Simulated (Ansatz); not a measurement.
**AlCu$_{3}$: pressure against volume**

AlCu$_{3}$, Pm-3m, a = 3.642 Å. The structure is a Materials Project entry; whether it is the stable form wasn't checked. Ansatz: r2SCAN, PAW, 500 eV, Γ-centred 12×12×12 mesh on 4 atoms, Gaussian smearing 0.10 eV; no spin polarisation. Symmetry fixes shape and atoms, so the cell is only scaled; pressure is positive in compression.

| V (Å³/atom) | P (GPa) |
| --- | --- |
| 10.626 | 26.11 |
| 10.988 | 17.81 |
| 11.351 | 10.83 |
| 11.713 | 4.96 |
| 12.075 | 0.00 |
| 12.437 | ? |
| 12.800 | -7.67 |
| 13.283 | -11.48 |

Task: Take V0 = 12.075 Å³/atom, fit the third-order Birch–Murnaghan form to the other rows, and predict the missing pressure.

Result: With the Eulerian strain f = ½[(V0/V)^(2/3) − 1] and y = P/[3f(1 + 2f)^(5/2)], the form is the line y = B0 + 1.5 B0 (B0′ − 4) f. Rows (f, y): 0.04448, 158.1; 0.03245, 156.3; 0.02104, 154.8; 0.01025, 153.3; -0.01906, 147.8; -0.03079, 145.7. Means f = 0.009728, y = 152.67; Σ(Δf)² = 0.004323, ΣΔfΔy = 0.7182; the slope is their ratio. y = 151.1 + 166.2 f GPa, so B0 = 151.1 GPa and B0′ = 4 + 2 × (166.2)/(3 × 151.1) = 4.73. At V = 12.437, f = -0.00975, y = 149.48 and P = -4.16 GPa. The run gave -4.16 GPa, the same to the digits shown.

AlCu₃ resists compression more strongly than expansion: nearly equal volume changes about equilibrium, to 11.351 and 12.800 Å³/atom, give 10.83 and -7.67 GPa. The fitted B0′ of 4.73 expresses the same anharmonicity, with the bulk modulus rising under pressure. On compression, the kinetic energy of the valence electrons and the Pauli repulsion between the nearly filled Cu 3d shells and ion cores rise steeply, whereas on expansion the metallic cohesion that pulls the atoms back gradually weakens. The bulk modulus of 151.1 GPa is much closer to that of copper than to that of the softer aluminium, as expected for a copper-rich alloy in which d electrons probably contribute much of the stiffness.

The recovered pressure of -4.16 GPa lies between fitted points, so the agreement shows that the curve is smooth and well described by a third-order form over this range. It is not a test of extrapolation to stronger compression, where higher-order terms may matter.
